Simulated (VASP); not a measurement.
## Bi2Te3 (Tellurobismuthite): relaxation of cell and atoms with PBEsol

Bi2Te3 (Tellurobismuthite):

```
Bi Te
1.0
     2.19139    1.26520   10.08385
    -2.19139    1.26520   10.08385
     0.00000   -2.53040   10.08385
Bi Te
2 3
Direct
  0.39997 0.39997 0.39997
  0.60003 0.60003 0.60003
  0.00000 0.00000 0.00000
  0.20964 0.20964 0.20964
  0.79036 0.79036 0.79036
```

```yaml
Program: VASP 6.6.1
Task: relaxation of cell and atoms
Functional: PBEsol
Potentials_or_basis: VASP PAW PBE potentials, release 64 (Bi_d, Te)
Cutoff: 600 eV
k_mesh: 7 × 7 × 7
Occupations: gaussian, width 0.03 eV
Spin: no spin polarisation
Further_INCAR_settings: ALGO = Normal; EDIFF = 1e-07; IBRION = 2; EDIFFG = -0.005; NSW = 90; ISIF = 3
```

The pressure after relaxing is 0.0 GPa. The largest force after relaxing is 0.003 eV/Å and the band gap on the k mesh is 0.20 eV, direct.

Forces on the atoms (eV/Å):
```
Bi   0.000  0.000 -0.003
Bi   0.000  0.000  0.003
Te   0.000  0.000  0.000
Te   0.000  0.000  0.001
Te   0.000  0.000 -0.001
```

Final structure:
```
Bi Te
1.0
     2.19139    1.26520   10.08385
    -2.19139    1.26520   10.08385
     0.00000   -2.53040   10.08385
Bi Te
2 3
Direct
  0.39997 0.39997 0.39997
  0.60003 0.60003 0.60003
  0.00000 0.00000 0.00000
  0.20964 0.20964 0.20964
  0.79036 0.79036 0.79036
```

Levels at points of the mesh, in eV from the valence-band top:
```csv
k point,band 22,band 23,band 24,band 25,band 26,band 27
"(0.00, 0.00, 0.00)",-0.89,-0.89,0.00,0.20,0.61,0.61
```

Run time: 11 min on 2 MPI ranks on AMD EPYC 9R45 96-Core Processor (Zen 5), with other jobs on the host, peak memory 1.2 GiB a rank.

Caveat: the relaxation stopped at its first step, so nothing moved; the PAW data sets were made with another functional, which shifts forces and pressure a little; spin-orbit coupling is left out, which as a rule narrows the gap of such compounds by several tenths of an eV; an odd mesh through Γ misses points on the zone boundary, where band edges often lie.
